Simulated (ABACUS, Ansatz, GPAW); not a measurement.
Cost and result for the equilibrium volume of Pd

**What was measured.** The equilibrium volume of Pd (Palladium) (Fm-3m) is reported as 14.72 Å³/atom at 300 K (a printed reference work). The runs below try to reproduce it.

The structure is cubic, space group Fm-3m (No. 225). Conventional cell: a = 3.893 Å, b = 3.893 Å, c = 3.893 Å, α = 90.00°, β = 90.00°, γ = 90.00°. Around Pd (site symmetry m-3m) lie 12 Pd at 2.75 Å.

| rung | level | program and potentials | cutoff (eV) | k mesh | smearing | task | core time | chip | equilibrium volume (Å³/atom) | miss | notes |
| --- | --- | --- | --- | --- | --- | --- | --- | --- | --- | --- | --- |
| GGA + dispersion | revPBE+D4 | Ansatz, all-electron LAPW, scalar-relativistic | - | 12 × 12 × 12 | fermi-dirac 0.05 | relaxation of cell and atoms | 17 s | Arm Neoverse V2 | 14.87 | +1.0 % | - |
| GGA + dispersion | revPBE+D3(BJ) | Ansatz, all-electron LAPW, scalar-relativistic | - | 12 × 12 × 12 | fermi-dirac 0.05 | relaxation of cell and atoms | 21 s | Arm Neoverse V1 | 14.42 | -2.0 % | - |
| GGA + dispersion | RPBE+D3(BJ) | Ansatz, all-electron LAPW, scalar-relativistic | - | 12 × 12 × 12 | fermi-dirac 0.05 | relaxation of cell and atoms | 24 s | Arm Neoverse V2 | 12.92 | -12.2 % | - |
| LDA | LDA | GPAW, the program's PAW data sets (release 1.2.1) made for this functional | 600 | 9 × 9 × 9 | fermi-dirac 0.05 | equation of state | 28 s | Arm Neoverse V2 | 14.14 | -3.9 % | - |
| GGA + dispersion | PW91+D3(BJ) | GPAW, PAW data sets generated for this functional | 600 | 9 × 9 × 9 | fermi-dirac 0.05 | equation of state | 32 s | Arm Neoverse V2 | 14.90 | +1.2 % | - |
| GGA | BP86 | GPAW, PAW data sets generated for this functional | 600 | 9 × 9 × 9 | fermi-dirac 0.05 | equation of state | 36 s | AMD EPYC 7R13 Zen 3 | 15.37 | +4.4 % | - |
| GGA | AM05 | GPAW, PAW data sets generated for this functional | 600 | 9 × 9 × 9 | fermi-dirac 0.05 | equation of state | 39 s | Arm Neoverse V1 | 14.48 | -1.6 % | - |
| GGA | HCTH407 | ABACUS, SG15 ONCV 1.2 PBE, plane waves | 1116 | 10 × 10 × 10 | fermi-dirac 0.05 | relaxation of cell and atoms | 83 s | Intel Xeon Platinum 8259CL Skylake/Cascade Lake | 15.34 | +4.2 % | potentials made for PBE |

Times are single runs on shared hosts and different chips, so they are rough; meshes, cutoffs and the tasks' sizes weigh on the time. All rows: no spin polarisation. Smearing widths are in eV. For a metal such meshes aren't converged. Meshes differ between rows, which moves values too. Meshes are those of the run's cell of 1 atom unless a note names another. Relaxations start from the cell shown or near it and stop with a little pressure left. Misses use the values as printed. Runs on faulty files, with rough fits or with known faults for this quantity aren't shown. No row holds spin-orbit coupling.

By rung: LDA 14.14; GGA + dispersion 12.92 to 14.90; GGA 14.48 to 15.37 (Å³/atom). Measured: 14.72 Å³/atom at 300 K (a printed reference work). Closest is revPBE+D4 (+1.0 %). The runs are for a static lattice, while measurements hold temperature and zero-point motion.
